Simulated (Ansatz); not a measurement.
The system is Gd.

```
Gd
1.0
    -2.02500    2.02500    2.02500
     2.02500   -2.02500    2.02500
     2.02500    2.02500   -2.02500
Gd
1
Direct
  0.00000 0.00000 0.00000
```

This isn't the form of Gd at room conditions, which is hcp.

Base run:

| Item | Value |
| --- | --- |
| Program | Ansatz 0.2.0 |
| Functional | PBE |
| Potentials or basis | all-electron LAPW, scalar-relativistic |
| Cutoff | 163 eV (chosen from the basis error) |
| Basis error allowed | 0.001 eV/atom |
| k mesh | 9 × 9 × 9 |
| Occupations | gaussian, width 0.1 eV |
| Spin | collinear spin, ferromagnetic start |
| Starting moments | [7.0] μB |

Its results: band gap on the k mesh none (metal or under the smearing width); pressure -0.1 GPa; net moment 7.59 μB per cell; site moments Gd +7.43 μB.

The run is repeated on the same cell with these changes: functional from PBE to RPBE. What comes out?

Band gap on the k mesh none (metal or under the smearing width); pressure 1.6 GPa; net moment 7.61 μB per cell; site moments Gd +7.44 μB.

RPBE binds less tightly than PBE, so the same cell stands under more pressure.

Caveats: an open f shell can end in a state above the lowest; spin-orbit coupling is left out, which moves the levels of the heavy elements.
